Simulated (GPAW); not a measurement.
# CdS (Greenockite) (P6_3mc) in GPAW: notebook

Aim: see how the results for CdS (Greenockite) move with the level of theory and the settings. Levels: LDA, PBE. Tasks: single point.

All numbers are computed with GPAW 26.7.0; they aren't measurements. Logs are shortened: lines on timing, memory, paths and dates and some standing lists are left out, and cuts for length are marked. The log counts tension as positive stress, the text compression.

**The experiment to reproduce.**

From “Isotope dependence of band-gap energy”, 2008, arxiv:0807.2152, for a bulk crystal of CdS: band gap 2.5809 ± 0.0002 eV.

How close the calculation comes is told below.

**1. Starting point**

Symmetry: P6_3mc, No. 186, hexagonal system. Conventional cell: a = 4.150 Å, b = 4.150 Å, c = 6.737 Å, α = 90.00°, β = 90.00°, γ = 120.00°. Cd (site symmetry 3m) is surrounded by 4 S at 2.53 to 2.54 Å. S (site symmetry 3m) has 4 Cd at 2.53 to 2.54 Å as nearest neighbours.

**2. Single point, LDA**

run.py

```python
from ase.dft.bandgap import bandgap
from ase.io import read, write
from ase.units import GPa
from gpaw import GPAW, PW

atoms = read('CdS.xyz')

calc = GPAW(mode=PW(500),
            xc='LDA',
            kpts={'size': (6, 6, 3), 'gamma': True},
            occupations={'name': 'fermi-dirac', 'width': 0.05},
            nbands=31,
            maxiter=120,
            txt='gpaw.txt')
atoms.calc = calc
energy = atoms.get_potential_energy()
forces = atoms.get_forces()
stress = atoms.get_stress()
calc.write('gs.gpw')
write('result.traj', atoms)
print(f'Energy: {energy:.6f} eV')
print('Forces (eV/A):')
print(forces.round(4))
print('Stress (GPa):', (stress / GPa).round(3))
print('Fermi level:', round(calc.get_fermi_level(), 4), 'eV')
print(f'Gap: {bandgap(calc)[0]:.4f} eV, direct: {bandgap(calc, direct=True)[0]:.4f} eV')
```

CdS.xyz

```xyz
4
Lattice="4.1500000000 0.0000000000 0.0000000000 -2.0750000000 3.5940054257 0.0000000000 0.0000000000 0.0000000000 6.7370000000" Properties=species:S:1:pos:R:3 pbc="T T T"
Cd     2.0750000002      1.1980018084      3.3685000000
Cd    -0.0000000002      2.3960036173      0.0000000000
S      2.0750000002      1.1980018084      5.8948750000
S     -0.0000000002      2.3960036173      2.5263750000
```

Potentials or basis: the program's PAW data sets (release 1.2.1) made for this functional, pw.

The run is started by

```
OMP_NUM_THREADS=1 python run.py
```

gpaw.txt:

```text
__  _  _
 | _ |_)|_||  |
 |__||  | ||/\| - 26.7.0

Input parameters:
  mode=PW(ecut=500.0),
  kpts=MonkhorstPack(size=(6, 6, 3), gamma=True),
  maxiter=120,
  nbands=31,
  occupations=Occupations(name='fermi-dirac', width=0.05),
  xc=XC(name='LDA')

Diagonalizing LCAO Hamiltonian
Converting LCAO to pw mode

            S

            Cd
        S

        Cd

Atoms  # Å, Bohr magnetons
|   | symbol |         x |        y |        z |    initial magnetic moments |
|---|--------|-----------|----------|----------|-----------------------------|
| 0 |     Cd |  2.075000 | 1.198002 | 3.368500 | ( 0.0000,  0.0000,  0.0000) |
| 1 |     Cd | -0.000000 | 2.396004 | 0.000000 | ( 0.0000,  0.0000,  0.0000) |
| 2 |      S |  2.075000 | 1.198002 | 5.894875 | ( 0.0000,  0.0000,  0.0000) |
| 3 |      S | -0.000000 | 2.396004 | 2.526375 | ( 0.0000,  0.0000,  0.0000) |

Unit cell  # Å
| periodic |         x |        y |        z |  lengths |     angles |
|----------|-----------|----------|----------|----------|------------|
|      yes |  4.150000 | 0.000000 | 0.000000 | 4.150000 |  90.000000 |
|      yes | -2.075000 | 3.594005 | 0.000000 | 4.150000 |  90.000000 |
|      yes |  0.000000 | 0.000000 | 6.737000 | 6.737000 | 120.000000 |

Number of symmetries: 6
Symmetry operations  # r_c * U_cc + t_c -> r_c
|   | kind |            matrix            |
|---|------|------------------------------|
| 0 |  σ   |  1, 1, 0,  0,-1, 0,  0, 0, 1 |
| 1 |  E   |  1, 0, 0,  0, 1, 0,  0, 0, 1 |
| 2 |  C3  |  0, 1, 0, -1,-1, 0,  0, 0, 1 |
| 3 |  σ   |  0,-1, 0, -1, 0, 0,  0, 0, 1 |
| 4 |  σ   | -1, 0, 0,  1, 1, 0,  0, 0, 1 |
| 5 |  C3  | -1,-1, 0,  1, 0, 0,  0, 0, 1 |

BZ-sampling:
  Number of BZ points: 108
  Number of IBZ points: 17

  Monkhorst-Pack size: [6, 6, 3]
  Monkhorst-Pack shift: [0.08333333333333333, 0.08333333333333333, 0.0]

K-points  # in reciprocal-cell coordinates
|     |                                coordinates |     weight |
|-----|--------------------------------------------|------------|
|   0 | (  0.00000000,   0.00000000,   0.00000000) | 0.00925926 |
|   1 | (  0.00000000,   0.00000000,   0.33333333) | 0.01851852 |
|   2 | (  0.16666667,   0.00000000,  -0.33333333) | 0.05555556 |
|   3 | (  0.16666667,   0.00000000,   0.00000000) | 0.05555556 |
|   4 | (  0.16666667,   0.00000000,   0.33333333) | 0.05555556 |
|   5 | (  0.33333333,  -0.16666667,   0.00000000) | 0.05555556 |
|   6 | (  0.33333333,  -0.16666667,   0.33333333) | 0.11111111 |
|   7 | (  0.33333333,   0.00000000,  -0.33333333) | 0.05555556 |
|   8 | (  0.33333333,   0.00000000,   0.00000000) | 0.05555556 |
|   9 | (  0.33333333,   0.00000000,   0.33333333) | 0.05555556 |
| ... |                                            |            |
|  16 | (  0.50000000,   0.50000000,   0.33333333) | 0.05555556 |

Plane wave coefficients: 2563
Cutoff: 500.0 eV

Spin-components: 1 (collinear spins)
Bands:           31
Projectors:      22
Spin-degeneracy: 2
Datatype:        complex128

Parallelization:
  kpt:    1
  domain: 1
  band:   1

Density:
  Valence electrons: 36.0
  Components: 1
  Grid points: [24 24 35]
  Charge: 0.0  # |e|

Potential:
  Grid points: [24 24 35]

species:
  Cd:
    name:    Cadmium
    Z:       48.0
    valence: 12
    core:    36
    charge:  0.0  # [|e|]
    compensation charges:
      type: gauss
      rc: 0.38  # [Å]
      lmax: 2
    cutoffs:
      filter: 2.12  # [Å]
      core: 2.62  # [Å]
    projectors
    | kind |    occ | energy [eV] | rcut [Å] |
    |------|--------|-------------|----------|
    |   5s |  2.000 |      -5.950 |    1.191 |
    |   5p |  0.000 |      -1.328 |    1.228 |
    |   4d | 10.000 |     -11.904 |    1.164 |
    |    s |        |      21.261 |    1.191 |
    |    p |        |      25.883 |    1.228 |
    |    d |        |      15.307 |    1.164 |

    Using partial waves for Cd as LCAO basis

  S:
    name:    Sulfur
    Z:       16.0
    valence: 6
    core:    10
    charge:  0.0  # [|e|]
    compensation charges:
      type: gauss
      rc: 0.24  # [Å]
      lmax: 2
    cutoffs:
      filter: 1.77  # [Å]
      core: 1.66  # [Å]
    projectors
    | kind |    occ | energy [eV] | rcut [Å] |
    |------|--------|-------------|----------|
    |   3s |  2.000 |     -17.278 |    0.974 |
    |   3p |  4.000 |      -7.106 |    0.979 |
    |    s |        |       9.933 |    0.974 |
    |    p |        |      20.105 |    0.979 |
    |    d |        |       0.000 |    0.900 |

    Using partial waves for S as LCAO basis

Reference energy: -325721.101191  # eV

eigensolver:
  PPCG
  Converge bands: occupied
  niter=2

density mixing:
  MSR1-Mixer
  Pratt-step length: 0.05
  Maximum mixing coefficient: 0.75
  Old densities: 10
  SVD Regularization: 0.005
  Good broyden scale: 1.0
  Trust region scale: 1.0
  Backstep threshold: 4.0
  History deletion threshold: 6.0
  Fourier metric: weight=20.0, sigma=0.015

occupation numbers:
  Fermi-Dirac:
    width: 0.0500  # eV

poisson solver:
  ecut: 4000.0  # eV

xc functional:
  name: None

convergence criteria:
- Maximum [total energy] change in last 3 cyles: 0.0005 eV / valence electron
- Maximum integral of absolute [dens]ity change: 0.0001 electrons / valence electron
- Maximum integral of absolute [eigenst]ate change: 4e-08 eV^2 / valence electron
maximum number of iterations: 120

SCF iterations
|iter     | |      energy | eigst |  dens |
|---------|-|-------------|-------|-------|
|iter:   1| |  -16.135972 | -0.41 |       |
|iter:   2| |  -15.930039 | -2.10 | -1.15 |
|iter:   3| |  -15.194516 | -1.43 | -1.19 |
|iter:   4| |  -15.178908 | -3.35 | -1.73 |
|iter:   5| |  -15.175771 | -3.67 | -2.19 |
|iter:   6| |  -15.175754c| -5.19 | -2.91 |
|iter:   7| |  -15.175758c| -6.43 | -3.55 |
|iter:   8| |  -15.175758c| -7.19 | -4.27c|
|iter:   9| |  -15.175758c| -7.96c| -4.90c|

Converged in 9 steps
Energy contributions relative to reference atoms: (reference = -325721.101191)

Energy contributions:
  Kinetic:          26.972466
  Coulomb:         -24.691407
  Zero:              0.191816
  External:          0.000000
  Xc:              -17.648631
  Entropy:          -0.000004
  Spinorbit:         0.000000
  ----------------------------
  Free energy:     -15.175760
  Extrapolated:    -15.175758

dipole moment: (-0.000007, -0.000018, -19.088118)  # |e|*Ang

Fermi level: 3.662
Eigenvalues  # (at kpt = [0.000, 0.000, 0.000])
| band index |      eig [eV] | occ [0-2] |
|------------|---------------|-----------|
|          0 |        -9.124 |     2.000 |
|        ... |               |           |
|         10 |        -3.960 |     2.000 |
|         11 |        -3.625 |     2.000 |
|         12 |        -1.275 |     2.000 |
|         13 |         2.408 |     2.000 |
|         14 |         2.408 |     2.000 |
|         15 |         3.143 |     2.000 |
[... 8 lines left out ...]
|         24 |        10.551 |     0.000 |
|         25 |        10.591 |     0.000 |
|        ... |               |           |
|         30 |        14.747 |     0.000 |

Gap: 0.894 eV
Transition (v -> c):
  (s=0, k=0, n=17, [0.00, 0.00, 0.00]) -> (s=0, k=0, n=18, [0.00, 0.00, 0.00])
No difference between direct/indirect transitions

Forces  # eV/Ang
|       x |        y |        z |
|---------|----------|----------|
| 0.00000 |  0.00000 | -0.05962 |  # Cd   0
| 0.00000 | -0.00000 | -0.06005 |  # Cd   1
| 0.00000 |  0.00000 |  0.05950 |  # S    2
| 0.00000 |  0.00000 |  0.05993 |  # S    3

Stress tensor  # eV/Ang^3
|         x |         y |         z |
|-----------|-----------|-----------|
|  0.023853 | -0.000000 | -0.000000 |
| -0.000000 |  0.023853 |  0.000000 |
| -0.000000 |  0.000000 |  0.020269 |

# Writing to gs.gpw (mode='')
```

Wall time 58 s (1 thread of Intel Xeon at 2.50GHz (Skylake/Cascade Lake), shared host); peak memory 0.18 GiB.

Results:

* Free energy: -15.1758 eV
* Pressure: -3.6 GPa
* Largest force: 0.060 eV/Å
* Band gap on the k mesh: 0.89 eV, direct

Forces on the atoms (eV/Å):
```
Cd   0.000  0.000 -0.060
Cd   0.000  0.000 -0.060
S    0.000  0.000  0.059
S    0.000  0.000  0.060
```

Stress tensor (GPa, compression positive):
```
-3.82  0.00  0.00
 0.00 -3.82  0.00
 0.00  0.00 -3.25
```

Levels at points of the mesh, in eV from the valence-band top:
```tsv
k point	band 14	band 15	band 16	band 17	band 18	band 19	band 20	band 21	band 22	band 23
(0.00, 0.00, 0.00)	-0.78	-0.78	-0.05	0.00	0.00	0.89	2.52	6.23	6.23	6.56
(0.50, 0.50, 0.00)	-3.58	-2.70	-1.91	-1.34	-0.75	3.47	3.64	4.89	6.14	6.79
```

Caveat: the cutoff is short for stress and forces, so pressures can be off by a GPa or more.

**3. Single point, PBE**

Changes to run.py since step 2:

```diff
@@ -1,3 +1,4 @@
+from ase import Atoms
 from ase.dft.bandgap import bandgap
-from ase.io import read, write
+from ase.io import write
 from ase.units import GPa
@@ -5,6 +6,14 @@
 
-atoms = read('CdS.xyz')
+atoms = Atoms(['Cd', 'Cd', 'S', 'S'],
+              cell=[[4.15, 0.0, 0.0],
+                    [-2.075, 3.5940054257, 0.0],
+                    [0.0, 0.0, 6.737]],
+              scaled_positions=[[0.6666666667, 0.3333333333, 0.5],
+                                [0.3333333333, 0.6666666667, 0.0],
+                                [0.6666666667, 0.3333333333, 0.875],
+                                [0.3333333333, 0.6666666667, 0.375]],
+              pbc=True)
 
-calc = GPAW(mode=PW(500),
-            xc='LDA',
+calc = GPAW(mode=PW(450),
+            xc='PBE',
             kpts={'size': (6, 6, 3), 'gamma': True},
```

Potentials or basis: GPAW PAW data sets (gpaw-data 1.2.1), pw.

The run is started by

```
OMP_NUM_THREADS=1 python run.py
```

Run time: 25 s. Hardware: 1 thread of Arm Neoverse V1, shared host; peak memory 0.17 GiB.

Results (log left out):

```
Free energy            : -12.5975 eV
Pressure               : 1.0 GPa
Largest force          : 0.067 eV/Å
Band gap on the k mesh : 1.18 eV, direct
```

Forces on the atoms (eV/Å):
```
Cd   0.000  0.000 -0.067
Cd   0.000  0.000 -0.067
S    0.000  0.000  0.067
S    0.000  0.000  0.067
```

Stress tensor (GPa, compression positive):
```
0.79 0.00 0.00
0.00 0.79 0.00
0.00 0.00 1.43
```

Levels at points of the mesh, in eV from the valence-band top:
| k point | band 14 | band 15 | band 16 | band 17 | band 18 | band 19 | band 20 | band 21 | band 22 | band 23 |
| --- | --- | --- | --- | --- | --- | --- | --- | --- | --- | --- |
| (0.00, 0.00, 0.00) | -0.76 | -0.76 | -0.04 | 0.00 | 0.00 | 1.18 | 2.77 | 6.42 | 6.42 | 6.75 |
| (0.50, 0.50, 0.00) | -3.48 | -2.63 | -1.86 | -1.29 | -0.73 | 3.69 | 3.88 | 5.10 | 6.35 | 6.96 |

Caveat: the cutoff is short for stress and forces, so pressures can be off by a GPa or more.

**4. How close it comes**

Step 2. A measured gap of CdS is 2.5809 eV (quoted in “Isotope dependence of band-gap energy”, 2008, arxiv:0807.2152); the calculated 0.89 eV misses it by -1.69 eV. So large a miss can be the level of theory's own, or it may mean another phase, state or a wrong row. Spin-orbit coupling on Cd is left out. The value is that of LDA, without temperature or zero-point motion. Semilocal functionals fall short of measured gaps as a rule.

Step 3. Against the measured gap of CdS, 2.5809 eV (quoted in “Isotope dependence of band-gap energy”, 2008, arxiv:0807.2152), the calculated 1.18 eV is off by -1.40 eV. So large a miss can be the level of theory's own, or it may mean another phase, state or a wrong row. Spin-orbit coupling on Cd is left out. The value is that of PBE, without temperature or zero-point motion. Semilocal functionals fall short of measured gaps as a rule.
